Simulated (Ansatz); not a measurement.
Os:

```
Os
1.0
     2.73410    0.00000    0.00000
    -1.36705    2.36780    0.00000
     0.00000    0.00000    4.31970
Os
2
Direct
  0.66667 0.33333 0.75000
  0.33333 0.66667 0.25000
```

* Program: Ansatz 0.2.0
* Task: relaxation of cell and atoms
* Functional: PBEsol
* Dispersion: D4
* Potentials or basis: all-electron LAPW, scalar-relativistic
* Basis error allowed: 0.001 eV/atom
* k mesh: 11 × 11 × 6
* Occupations: fermi-dirac, width 0.05 eV
* Spin: no spin polarisation

At the start: volume 13.98 Å³/atom.

Task: Where does the relaxation end?

Result: Over 4 steps the energy falls by 4.9 meV/atom and the volume is 13.76 Å³/atom (-1.6 %); space group P6_3/mmc (No. 194, to 0.05 Å).

The path:
| step | energy change (eV) | largest force (eV/Å) | volume (Å³) |
| --- | --- | --- | --- |
| 1 | 0.0000 | 0.0000 | 27.96 |
| 2 | -0.0097 | 0.0000 | 27.55 |
| 3 | -0.0097 | 0.0000 | 27.52 |
| 4 | -0.0097 | 0.0000 | 27.52 |

Final structure:
```
Os
1.0
     2.71871    0.00000    0.00000
    -1.35935    2.35447    0.00000
     0.00000    0.00000    4.29877
Os
2
Direct
  0.66667 0.33333 0.75000
  0.33333 0.66667 0.25000
```
